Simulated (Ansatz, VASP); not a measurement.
HfO2: VASP beside Ansatz

File INCAR:

```
AGGAC = 1.0 ; AGGAX = 1.0
ALDAC = 0.0 ; ALDAX = 1.0
ALGO = Normal ; EDIFF = 1E-6
ENCUT = 520 ; GGA = B5
ISIF = 2 ; ISMEAR = -1
IVDW = 13 ; LASPH = T
LCHARG = T ; LELF = T
LREAL = F ; LVHAR = T
LWAVE = F ; NBANDS = 18
NELM = 60 ; PREC = Accurate
SIGMA = 0.05 ; VDW_A1 = 0.44488865
VDW_A2 = 4.0933009 ; VDW_S6 = 1.0
VDW_S8 = 2.34076671
```

The input KPOINTS:

```
k-points
0
Gamma
  9 9 9
```

The input POSCAR:

```
HfO2
1.0
    0.0000000000      2.5229349520      2.5229349520
    2.5229349520      0.0000000000      2.5229349520
    2.5229349520      2.5229349520      0.0000000000
Hf O
1 2
Direct
    0.0000000000      0.0000000000      0.0000000000
    0.7500000000      0.7500000000      0.7500000000
    0.2500000000      0.2500000000      0.2500000000
```

Contents of input.yaml:

```yaml
crystal:
  lattice:
    - [0.0, 2.522934952, 2.522934952]
    - [2.522934952, 0.0, 2.522934952]
    - [2.522934952, 2.522934952, 0.0]
  atoms:
    - { symbol: Hf, position: [0.0, 0.0, 0.0] }
    - { symbol: O, position: [0.75, 0.75, 0.75] }
    - { symbol: O, position: [0.25, 0.25, 0.25] }
hamiltonian:
  xc: blyp
  pseudopotentials: { kind: paw }
  dispersion: d4
kpoints:
  mp_grid: { grid: [9, 9, 9] }
scf:
  occupations: { method: fermi_dirac, width: 0.05 }
output:
  forces: true
  stress: true
  eigenvalues: true
```

Measurements of this composition are mostly on another form, of space group No. 14.

Alike in both runs: task single point; functional BLYP; dispersion D4; k mesh 9 × 9 × 9; occupations fermi-dirac, width 0.05 eV; no spin polarisation.

|  | VASP | Ansatz |
| --- | --- | --- |
| version | VASP 6.6.1 | Ansatz 0.2.0 |
| potentials or method | VASP PAW PBE potentials, release 64 (Hf_pv, O) | Ansatz PAW |
| plane-wave cutoff (eV) | 520 | 420 |
| valence electrons in the cell | 22 | 38 |

Ansatz gave:

```
gap on the k mesh at the Fermi level (eV) : 3.99
least direct gap on the mesh (eV)         : 4.12
pressure (GPa)                            : 8.3
dispersion energy (meV/atom)              : -370.0
```

**Question.** What did VASP give for the same quantities?

**Answer.** gap on the k mesh at the Fermi level (eV): 4.00; least direct gap on the mesh (eV): 4.15; pressure (GPa): 5.2; dispersion energy (meV/atom): -370.0.

The two sets of potentials don't hold the same shells in valence.

Caveats: spin-orbit coupling is left out, which moves the levels of the heavy elements; the PAW data sets were made with another functional, which shifts forces and pressure a little (VASP); an odd mesh through Γ misses points on the zone boundary, where band edges often lie (VASP); odd divisions of the mesh miss points on the zone boundary, where band edges often lie, so the gap on the mesh can be too wide (Ansatz); the pressure holds a Pulay correction of +1.1 GPa for the finite cutoff (Ansatz); the PAW data sets come from PBE, with cores solved anew for the run's functional, which leaves a small shift of forces and pressure (Ansatz).
